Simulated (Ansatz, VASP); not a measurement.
**Te2Mo in two plane-wave programs**

One calculation is typed for both programs; each brings its own data sets. How far apart do they land? The structure shown is the start of the Ansatz relaxation below; VASP solves that cell, so the two are compared at the walk's first step.

Method: plane waves, with VASP 6.6.1 beside it; single point at PBE with D3(BJ), in Ansatz 0.2.0.

### 1. The starting structure

The cell holds 6 atoms: 4 Te and 2 Mo. Cell: a = 3.518 Å, b = 3.518 Å, c = 26.592 Å, α = 90.0°, β = 90.0°, γ = 120.0°. It derives from Te2Mo. Vacuum lies along c.

### 2. Ansatz: relaxation, PBE with D3(BJ)

Ansatz runs on its default PAW (the set named soft_2) files.

The two programs are compared at the cell with which this relaxation starts, whose forces are those of its first step.

File input.yaml:

```yaml
crystal:
  lattice:
    - [3.5182, 0.0, 0.0]
    - [-1.7591, 3.046850576, 0.0]
    - [0.0, 0.0, 26.5919888]
  atoms:
    - { symbol: Te, position: [0.333333333, 0.666666667, 0.699157515] }
    - { symbol: Mo, position: [0.666666667, 0.333333333, 0.631370392] }
    - { symbol: Te, position: [0.333333333, 0.666666667, 0.56358327] }
    - { symbol: Te, position: [0.666666667, 0.333333333, 0.43641673] }
    - { symbol: Mo, position: [0.333333333, 0.666666667, 0.368629608] }
    - { symbol: Te, position: [0.666666667, 0.333333333, 0.300842485] }
kpoints:
  mp_grid: { grid: [12, 12, 1] }
scf:
  occupations: { method: fermi_dirac, width: 0.02 }
  n_extra_bands: 8
hamiltonian:
  xc: pbe
  pseudopotentials: { kind: paw }
  dispersion: d3bj
output:
  forces: true
  write_potential: true
  volumetric_format: []
relax:
  f_tol: 0.01
  max_steps: 40
  cell: { fix: [c, alpha, beta] }
```

On the command line:

```
$ ansatz run input.yaml --threads 4 --pin off --max-ram 8192MiB --backend cpu --events-out ev --progress --plain --runs-dir out
```

Numbers of over 12 decimals in the logs are rounded to 6 here.

The log of the run:

```text
scf.n_extra_bands = 8 over 46 filled bands (N_el = 92.0): the run solves 54 bands
Engine: ansatz 0.2.0, x86_64-unknown-linux-gnu
Pseudopotentials: kind: paw
Pseudopotential: Te, paw, valence charge 16, recommended cutoff 420 eV (normal), Te.paw.azcp
Pseudopotential: Mo, paw, valence charge 14, recommended cutoff 420 eV (normal), Mo.paw.azcp
Functional definition: PBE
  parameter kappa = 0.804
  parameter beta = 0.066725
  exchange = pbe_x(kappa = kappa, mu = beta*pi^2/3)
  correlation = pbe_c(beta = beta)
Crystal: 6 atoms, lattice volume = 285.051 Å³
Basis set: ecut = 420 eV, 5507 PW (Γ), exchange–correlation on 48×48×360 points (8 copies of the dense FFT grid, shifted against one another)
Bands: 54, of which v1, the nominal top of the filled ones, is band 46 counted from 1 (45 counted from 0)
Symmetry: 12 space group operations
Space group: P-3m1 (ITA 164), of the structure as read, at distance tolerance 6.6e-5 Å
k-points: 19 of 144
Non-local potential: Te, projectors of the file, l = 0: 2, l = 1: 2, l = 2: 2, l = 3: 2
Non-local potential: Mo, projectors of the file, l = 0: 3, l = 1: 2, l = 2: 2, l = 3: 1
PAW form: soft (Blöchl's): semilocal exchange-correlation on the pseudo side does not see the compensation charge
PAW one-centre angular grid: Te, 590 points (default); XC on 64 Gauss nodes
PAW one-centre angular grid: Mo, 590 points (default); XC on 64 Gauss nodes
Initial density: superposition of atomic densities (neutral atoms: chi_scale 0, normalization atom), corrected by the library's trained network
Initial wavefunctions: pseudopotential atomic-orbital guess
Functional: x = pbe(κ = 0.804, μ = 0.219515), c = pbe(β = 0.066725)
SCF iter   1: F=—  HF=-37836.206595 eV  |F-HF|=—  |Δ(HF+E_count)|=         —  Δρ=3.45e-3  dr2=9.96e-2  ethr=1.77e-3  ⟨swp⟩=11.8  Hψ=4596  notcnv=0
preconditioner: auto → Resta (q_TF=auto, 2.260 Å⁻¹)  ε∞=4.8  [insulator: Δε(μ)=0.977 eV  Ē_g=6.788 eV  σ=0.020 eV  W_gap=1.00  n_scr=60 (ndim 8)  ℏωp=13.2 eV  f_vac=0.469  D(μ)=0.00/eV (n_scr^D=0)  ε∞_Penn≈4.8  vacuum switching on, ρ_ref=3.3e-3 e/Å³]
SCF iter   2: F=—  HF=-37836.209535 eV  |F-HF|=—  |Δ(HF+E_count)|=   2.94e-3  Δρ=2.02e-3  dr2=3.20e-2  ethr=1.08e-4  ⟨swp⟩=2.9  Hψ=1628  notcnv=0  defer=51
SCF iter   3: F=—  HF=-37836.209214 eV  |F-HF|=—  |Δ(HF+E_count)|=   3.22e-4  Δρ=1.36e-3  dr2=2.07e-3  ethr=3.47e-5  ⟨swp⟩=2.4  Hψ=1300  notcnv=0  defer=51
SCF iter   4: F=—  HF=-37836.211878 eV  |F-HF|=—  |Δ(HF+E_count)|=   2.66e-3  Δρ=2.45e-4  dr2=4.71e-4  ethr=2.25e-6  ⟨swp⟩=2.1  Hψ=1418  notcnv=0  defer=51
SCF iter   5: F=—  HF=-37836.211867 eV  |F-HF|=—  |Δ(HF+E_count)|=   1.12e-5  Δρ=1.04e-4  dr2=7.73e-5  ethr=5.12e-7  ⟨swp⟩=2.2  Hψ=1223  notcnv=0  defer=51
SCF iter   6: F=—  HF=-37836.211912 eV  |F-HF|=—  |Δ(HF+E_count)|=   4.52e-5  Δρ=3.75e-5  dr2=6.22e-6  ethr=8.40e-8  ⟨swp⟩=2.4  Hψ=1287  notcnv=0  defer=51
SCF iter   7: F=—  HF=-37836.211917 eV  |F-HF|=—  |Δ(HF+E_count)|=   5.18e-6  Δρ=1.21e-5  dr2=1.11e-6  ethr=6.76e-9  ⟨swp⟩=2.0  Hψ=1303  notcnv=0  defer=51
SCF iter   8: F=-37836.211917 eV  HF=-37836.211917 eV  |F-HF|=3.26e-9  |Δ(HF+E_count)|=   4.03e-7  Δρ=3.71e-6  dr2=9.10e-8  ethr=1.09e-10  ⟨swp⟩=9.5  Hψ=7583  notcnv=0
SCF 1 converged in 8 iterations: F = -37836.211917 eV  dr2 = 9.10e-8
  greatest PAW one-centre occupation: 0.998 electrons in one spin orbital (limit 2), on the Mo atom at site 4 (counted from 0), in its partial waves of l = 0
relax step   1: F+E_penalty+E_count = -37836.21191747 eV  Δ(F+E_penalty+E_count) = +0.000e0 eV  max|allowed force component| = 1.898e-1 eV/Å  Δτ_max = 0.0000 Å  P = -0.094 GPa  Ω = 285.051 Å³  fix = [c, alpha, beta]  reactions: c +0.240 GPa  (8 SCF iters, dr2 threshold 1.00e-7 eV, accepted)
[...]
relax step   4: F+E_penalty+E_count = -37836.22526104 eV  Δ(F+E_penalty+E_count) = -8.938e-4 eV  max|allowed force component| = 4.653e-2 eV/Å  Δτ_max = 0.0204 Å  P = +0.021 GPa  Ω = 282.043 Å³  energy of the carried Pulay correction = +3.111e-4 eV  fix = [c, alpha, beta]  reactions: c +0.005 GPa  (8 SCF iters, dr2 threshold 4.21e-8 eV, accepted)
[...]
relax step   5: F+E_penalty+E_count = -37836.22542022 eV  Δ(F+E_penalty+E_count) = -1.592e-4 eV  max|allowed force component| = 1.994e-3 eV/Å  Δτ_max = 0.0064 Å  P = -0.009 GPa  Ω = 282.194 Å³  energy of the carried Pulay correction = +2.953e-4 eV  fix = [c, alpha, beta]  reactions: c -0.015 GPa  (5 SCF iters, dr2 threshold 1.35e-7 eV, accepted)
[...]
relax step   6: F+E_penalty+E_count = -37836.22512296 eV  Δ(F+E_penalty+E_count) = +2.973e-4 eV  max|allowed force component| = 1.955e-3 eV/Å  Δτ_max = 0.0000 Å  P = -0.008 GPa  Ω = 282.194 Å³  fix = [c, alpha, beta]  reactions: c -0.014 GPa  stress off target by 5.30e-3 GPa on what of the cell is left free  SCF on the basis re-selected at this cell (its energy is not comparable with the rows above)  (7 SCF iters)
basis re-selected at this cell: Δ(F+E_penalty+E_count) = +2.973e-4 eV, ΔP = +0.000 GPa vs the last step (what re-selecting the basis moved, of the pressure what is left beyond the Pulay correction that the steps carried, after the strain that the cell walked since its last selection, with what the two solves' SCF thresholds leave and, on support functions, any second-order correction that the steps lacked; it is no m [...]
SCF converged after 7 iterations
Free energy (F): -37836.225123 eV
Harris-Foulkes:  -37836.225123 eV  (|F-HF|=5.09e-11)
Internal energy: -37836.225123 eV  (E = F + TS)
E sigma→0 (E₀):  -37836.225123 eV
Fermi energy:    4.861656 eV
--- Per-component energies (eV) ---
  E_band       = -1883.504208
  E_kinetic    = 1609.639612
  E_local      = -89539.902892  (includes V_loc(G=0)·N_el)
  E_nonlocal   = -952.650804
  E_hartree    = 44843.512508
  E_xc         = -865.978316
  E_vxc        = -877.187299  (∫ρ·V_xc dr)
  E_paw        = -25053.963565  (= ΣΔE_a)
  E_vpaw       = -1810.427445  (= ΣTr[D̂ρ^β])
  E_aug_tail   = -0.000609  (compensation charges beyond the density's cutoff)
  E_ewald      = 32125.969389
  E_disp       = -2.850445  (pairwise vdW)
  E_smearing   = -0.000000  (= −TS)
  E_closure    = -0.000000  (closes the sum)
  Σ components = -37836.225123   (vs F -37836.225123, Δ=0.00e0)
--- Forces (eV/Å), atoms counted from 1 ---
  atom   1  Te     0.00000000     0.00000000     0.00074498
  atom   2  Mo    -0.00000000    -0.00000000    -0.00195536
  atom   3  Te     0.00000000     0.00000000     0.00061404
  atom   4  Te    -0.00000000    -0.00000000    -0.00061404
  atom   5  Mo    -0.00000000     0.00000000     0.00195536
  atom   6  Te     0.00000000    -0.00000000    -0.00074498
  max |Σ_I F_I| component: 9.25e-18 eV/Å
--- Stress (GPa, compression-positive) ---
       -0.005304      -0.000000      -0.000000
        0.000000      -0.005304      -0.000000
       -0.000000      -0.000000      -0.014474
  P = ⅓ Tr σ = -0.0084 GPa (-0.084 kbar)
--- Band table (eV; the first three rows and the last of 19) ---
  k-point 0: bands = [... 42 lower, 3.4727, 3.4727, 3.5614, 4.4402, 7.3856, 7.3856, 7.5047, 7.5047, ... 4 higher]
  k-point 1: bands = [... 42 lower, 3.4203, 3.5592, 3.6161, 4.3986, 7.0039, 7.0909, 7.1739, 7.2553, ... 4 higher]
  k-point 2: bands = [... 42 lower, 3.2559, 3.5280, 3.5862, 4.0607, 6.2721, 6.3900, 6.5366, 6.6996, ... 4 higher]
  k-point 18: bands = [... 42 lower, 2.4956, 2.4956, 4.1784, 4.3382, 5.4791, 5.4791, 5.7612, 6.3519, ... 4 higher]
--- Relaxed structure (5 steps of the walk, 4 accepted, 1 SCFs on fresh bases) ---
  F+E_penalty+E_count = -37836.22512296 eV   max|allowed force component| = 1.955e-3 eV/Å   (the final SCF, on the basis selected at the relaxed cell)
  cell:  # Å, volume = 282.1941 Å³
    - [3.500526, 0.0, 0]
    - [-1.750263, 3.031544, 0]
    - [0, 0, 26.5919888]
  atoms:
    - { symbol: Te, position: [0.333333, 0.666667, 0.697165] }
    - { symbol: Mo, position: [0.666667, 0.333333, 0.628868] }
    - { symbol: Te, position: [0.333333, 0.666667, 0.560491] }
    - { symbol: Te, position: [0.666667, 0.333333, 0.439509] }
    - { symbol: Mo, position: [0.333333, 0.666667, 0.371132] }
    - { symbol: Te, position: [0.666667, 0.333333, 0.302835] }
```

### 3. VASP: single point, PBE with D3(BJ), start cell

The same cell, functional, mesh and smearing now go to VASP, with its own data sets.

Lines of VASP's logs that name or quote its potential files are left out, and so is its time.

File INCAR:

```
SYSTEM = Te2Mo
PREC = Accurate
ENCUT = 400
EDIFF = 1E-06
NELM = 120
ISMEAR = -1
SIGMA = 0.02
LREAL = .FALSE.
ALGO = Normal
GGA = PE
IVDW = 12
NBANDS = 32
LASPH = .TRUE.
LORBIT = 11
LWAVE = .FALSE.
LCHARG = .FALSE.
ISIF = 2
GGA_COMPAT = .FALSE.
EFERMI = MIDGAP
KPAR = 2
```

File POSCAR:

```
Te2Mo
1.0
    3.5182000000      0.0000000000      0.0000000000
   -1.7591000000      3.0468510000      0.0000000000
    0.0000000000      0.0000000000     26.5919890000
Te Mo
4 2
Direct
    0.3333333333      0.6666666667      0.6991575169
    0.3333333333      0.6666666667      0.5635832656
    0.6666666667      0.3333333333      0.4364167344
    0.6666666667      0.3333333333      0.3008424831
    0.6666666667      0.3333333333      0.6313703725
    0.3333333333      0.6666666667      0.3686295899
```

File KPOINTS:

```
Automatic mesh
0
Gamma
12 12 1
0 0 0
```

The projector-augmented-wave data sets are Te and Mo_sv (PBE family, release 64).

On the command line:

```
$ mpirun -np 2 vasp_std
```

The log of the run:

```text
[banner, memory and clock lines left out]
running    2 mpi-ranks, on    1 nodes
 distrk:  each k-point on    1 cores,    2 groups
 distr:  one band on    1 cores,    1 groups

 POSCAR found type information on POSCAR TeMo
 POSCAR found :  2 types and       6 ions
 LDA part: xc-table for (Slater+PW92), standard interpolation
 POSCAR, INCAR and KPOINTS ok, starting setup
 FFT: planning ... GRIDC
 FFT: planning ... GRID_SOFT
 FFT: planning ... GRID
 WAVECAR not read
 entering main loop
       N       E                     dE             d eps       ncg     rms          rms(c)
DAV:   1     0.332431156379E+03    0.33243E+03   -0.23593E+04  1584   0.109E+03
DAV:   2    -0.150014120458E+02   -0.34743E+03   -0.34019E+03  1552   0.272E+02
DAV:   3    -0.364512312555E+02   -0.21450E+02   -0.21199E+02  1528   0.596E+01
DAV:   4    -0.372798699301E+02   -0.82864E+00   -0.82389E+00  1792   0.112E+01
DAV:   5    -0.372915256984E+02   -0.11656E-01   -0.11649E-01  1600   0.156E+00    0.217E+01
DAV:   6    -0.365149190848E+02    0.77661E+00   -0.79804E+00  1392   0.142E+01    0.886E+00
DAV:   7    -0.365194374285E+02   -0.45183E-02   -0.83457E+00  1328   0.121E+01    0.663E+00
DAV:   8    -0.360136920201E+02    0.50575E+00   -0.18180E+00  1440   0.631E+00    0.300E+00
DAV:   9    -0.360179362425E+02   -0.42442E-02   -0.38120E-01  1632   0.273E+00    0.136E+00
DAV:  10    -0.360030021631E+02    0.14934E-01   -0.75178E-02  1504   0.138E+00    0.335E-01
DAV:  11    -0.360029316665E+02    0.70497E-04   -0.42184E-03  1664   0.332E-01    0.206E-01
DAV:  12    -0.360028410387E+02    0.90628E-04   -0.61030E-04  1432   0.108E-01    0.116E-01
DAV:  13    -0.360028049486E+02    0.36090E-04   -0.10884E-04  1600   0.495E-02    0.993E-02
DAV:  14    -0.360027581124E+02    0.46836E-04   -0.21239E-04  1408   0.579E-02    0.237E-02
[...]
DAV:  18    -0.360029057736E+02   -0.10817E-04   -0.15956E-06  1112   0.363E-03    0.902E-03
DAV:  19    -0.360029329550E+02   -0.27181E-04   -0.28091E-06  1064   0.366E-03    0.248E-03
DAV:  20    -0.360029462699E+02   -0.13315E-04   -0.51942E-07   968   0.229E-03    0.243E-03
DAV:  21    -0.360029568863E+02   -0.10616E-04   -0.11210E-06   992   0.283E-03    0.331E-03
DAV:  22    -0.360029694720E+02   -0.12586E-04   -0.43880E-07   928   0.178E-03    0.207E-03
DAV:  23    -0.360029753296E+02   -0.58576E-05   -0.51076E-07   960   0.162E-03    0.821E-04
DAV:  24    -0.360029764796E+02   -0.11500E-05   -0.80244E-08   824   0.860E-04    0.118E-03
DAV:  25    -0.360029767201E+02   -0.24046E-06   -0.19097E-08   728   0.381E-04
   1 F= -.38798574E+02 E0= -.38798574E+02  d E =-.147569E-11
```

From OUTCAR (step 3):

```text
ion  position               nearest neighbor table
   1  0.333  0.667  0.699-   5 2.72   5 2.72   5 2.72   2 3.61
   2  0.333  0.667  0.564-   5 2.72   5 2.72   5 2.72   1 3.61
   3  0.667  0.333  0.436-   6 2.72   6 2.72   6 2.72   4 3.61
   4  0.667  0.333  0.301-   6 2.72   6 2.72   6 2.72   3 3.61
   5  0.667  0.333  0.631-   2 2.72   2 2.72   2 2.72   1 2.72   1 2.72   1 2.72
   6  0.333  0.667  0.369-   4 2.72   4 2.72   4 2.72   3 2.72   3 2.72   3 2.72

  LATTYP: Found a hexagonal cell.
 ALAT       =     3.5182000000
 C/A-ratio  =     7.5584074243

 Subroutine GETGRP returns: Found 12 space group operations
 (whereof 12 operations were pure point group operations)

The static configuration has the point symmetry D_3d.

 Found     19 irreducible k-points:

   k-points           NKPTS =     19   k-points in BZ     NKDIM =     19   number of bands    NBANDS=     32

   dimension x,y,z NGX =    24 NGY =   24 NGZ =  180
   dimension x,y,z NGXF=    48 NGYF=   48 NGZF=  360

   ENCUT  =  400.0 eV  29.40 Ry    5.42 a.u.   5.74  5.74 43.36*2*pi/ulx,y,z

   NELECT =      52.0000    total number of electrons

 k-points in reciprocal lattice and weights: Automatic mesh
   0.00000000  0.00000000  0.00000000       0.007
   0.08333333  0.00000000  0.00000000       0.042
   0.16666667  0.00000000  0.00000000       0.042
   0.25000000  0.00000000  0.00000000       0.042
   0.33333333 -0.00000000  0.00000000       0.042
   0.41666667  0.00000000  0.00000000       0.042
   0.50000000  0.00000000  0.00000000       0.021
   0.08333333  0.08333333  0.00000000       0.042
   0.16666667  0.08333333  0.00000000       0.083
[...]
0.33333333  0.25000000  0.00000000       0.083
   0.33333333  0.33333333  0.00000000       0.014

 average (electrostatic) potential at core
       1 -92.2487       2 -92.2662       3 -92.2662       4 -92.2489       5 -79.5097
       6 -79.5097

 E-fermi :   2.4852

 k-point     1 :       0.0000    0.0000    0.0000
  band No.  band energies     occupation
    ...
     22       1.0122      2.00000
     23       1.0297      2.00000
     24       1.0297      2.00000
     25       1.2436      2.00000
     26       1.9838      2.00000
     27       4.9974      0.00000
     28       4.9974      0.00000
     29       5.0746      0.00000
     30       5.0746      0.00000
     31       5.2868      0.00000
    ...

 k-point     2 :       0.0833    0.0000    0.0000
  band No.  band energies     occupation
    ...
     22       0.9018      2.00000
     23       1.0100      2.00000
     24       1.1788      2.00000
     25       1.2778      2.00000
     26       1.9527      2.00000
     27       4.6166      0.00000
     28       4.6732      0.00000
     29       4.7842      0.00000
     30       4.8393      0.00000
     31       4.9827      0.00000
    ...

 k-point     3 :       0.1667    0.0000    0.0000
  band No.  band energies     occupation
    ...
     22       0.5888      2.00000
     23       0.8772      2.00000
     24       1.1784      2.00000
     25       1.2446      2.00000
     26       1.6694      2.00000
     27       3.8872      0.00000
     28       4.0045      0.00000
     29       4.1275      0.00000
     30       4.2884      0.00000
     31       4.5323      0.00000
    ...

 Edisp (eV)   -2.79560

  Total      -0.66517    -0.66517     0.31149     0.00000    -0.00000     0.00000
  in kB      -3.73869    -3.73869     1.75077     0.00000    -0.00000     0.00000
  external pressure =       -1.91 kB  Pullay stress =        0.00 kB

  energy-cutoff  :      400.00
  volume of cell :      285.05
      direct lattice vectors                 reciprocal lattice vectors
     3.518200000  0.000000000  0.000000000     0.284236257  0.164103857  0.000000000
    -1.759100000  3.046851000  0.000000000     0.000000000  0.328207713  0.000000000
     0.000000000  0.000000000 26.591989000     0.000000000  0.000000000  0.037605310

 POSITION                                       TOTAL-FORCE (eV/Angst)
 -----------------------------------------------------------------------------------
     -0.00000      2.03123     18.59199        -0.000000      0.000000      0.118139
     -0.00000      2.03123     14.98680         0.000000      0.000000     -0.206327
      1.75910      1.01562     11.60519        -0.000000     -0.000000      0.206327
      1.75910      1.01562      8.00000         0.000000     -0.000000     -0.118139
      1.75910      1.01562     16.78939         0.000000      0.000000      0.000080
     -0.00000      2.03123      9.80259        -0.000000      0.000000     -0.000080
 -----------------------------------------------------------------------------------
    total drift:                               -0.000000     -0.000000      0.002678

  FREE ENERGIE OF THE ION-ELECTRON SYSTEM (eV)
  ---------------------------------------------------
  free  energy   TOTEN  =       -38.7985741251 eV

  energy  without entropy=      -38.7985741251  energy(sigma->0) =      -38.79857413

 total charge
# of ion       s       p       d       tot
------------------------------------------
    1        1.384   1.984   0.062   3.430
    2        1.386   1.979   0.064   3.430
    3        1.386   1.979   0.064   3.430
    4        1.384   1.984   0.062   3.430
    5        2.255   6.149   3.990  12.393
    6        2.255   6.149   3.990  12.393
--------------------------------------------------
tot         10.050  20.224   8.232  38.506

[... 3 further parts left out ...]
```

This run has no spin polarisation, so a moment on Mo, if there is one, isn't seen.

### 4. Comparison

Known differences besides the potentials themselves: the data sets hold 92 valence electrons in Ansatz (on its default PAW (the set named soft_2) files) and 52 in VASP; the cutoff is 420 eV in Ansatz and 400 eV in VASP. Total energies have different zeros and are not compared.

Forces (eV/Å; atoms numbered as in POSCAR):

| atom | Ansatz x, y, z | VASP x, y, z |
| --- | --- | --- |
| Te1 | 0.000, 0.000, 0.103 | 0.000, 0.000, 0.118 |
| Te2 | 0.000, 0.000, -0.190 | 0.000, 0.000, -0.206 |
| Te3 | 0.000, 0.000, 0.190 | 0.000, 0.000, 0.206 |
| Te4 | 0.000, 0.000, -0.103 | 0.000, 0.000, -0.118 |
| Mo5 | 0.000, 0.000, 0.000 | 0.000, 0.000, 0.000 |
| Mo6 | 0.000, 0.000, 0.000 | 0.000, 0.000, 0.000 |

The forces differ by 7.4 meV/Å r.m.s., which is 9.4 % of the r.m.s. force of 0.079 eV/Å (both taken over all components). With vacuum in the cell, a pressure given here is an average over mostly empty space and none of the material.

### 5. What came out

- r.m.s. force difference (single point, PBE with D3(BJ), start cell): 7.4 meV/Å

The r.m.s. force difference is 7.4 meV/Å (single point, PBE with D3(BJ), start cell), within the 12 meV/Å picked in this series as the mark of a large difference. The data sets hold unlike numbers of valence electrons (92 in Ansatz and 52 in VASP), so part of the differences comes from the potentials. Such differences can come from data sets, numerical settings and the points named under the comparisons, not from the functional's error against experiment.

[Lines on the potential files, build, host, timing and source positions are cut from VASP's logs without a mark.]

[Logs are printed without paths, hosts, clocks, repeated set-up lines and the standing remarks that a program may print on its own settings, such as how far it seeks lower states.]

[Hosts, paths, dates, database ids (printed as entryN), source tags and the programs' standing remarks are cut or masked in the printed files.]
